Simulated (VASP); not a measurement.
Input of a VASP 6.6.1 run:

The input INCAR:

```
ALGO = Normal ; EDIFF = 1E-6
ENCUT = 520 ; GGA = PS
ISIF = 2 ; ISMEAR = 0
LASPH = True ; LCHARG = False
LDAU = True ; LDAUJ = 0 0
LDAUL = 2 -1 ; LDAUPRINT = 1
LDAUTYPE = 2 ; LDAUU = 6 0
LMAXMIX = 4 ; LREAL = False
LWAVE = False ; NELM = 80
PREC = Accurate ; SIGMA = 0.05
```

The input KPOINTS:

```
k-points
0
Gamma
  6 6 6
```

File POSCAR:

```
MoS2
1.0
    0.0000000000      2.9959514200      2.9959514200
    2.9959514200      0.0000000000      2.9959514200
    2.9959514200      2.9959514200      0.0000000000
Mo S
1 2
Direct
    0.0000000000      0.0000000000      0.0000000000
    0.2500000000      0.2500000000      0.2500000000
    0.7500000000      0.7500000000      0.7500000000
```

Potentials or basis: VASP PAW PBE potentials, release 64 (Mo_sv, S).

Run with:

```bash
$ cat potpaw_PBE.64/Mo_sv/POTCAR potpaw_PBE.64/S/POTCAR > POTCAR
$ mpirun -np 1 vasp_std > vasp.out
```

(1) Estimate the band gap on the k mesh.

(2) Estimate the pressure.

Answers

(1) none (metal or under the smearing width).

(2) -7.5 GPa.

Caveat: the PAW data sets were made with another functional, which shifts forces and pressure a little; U without spin polarisation on a metal has little footing.
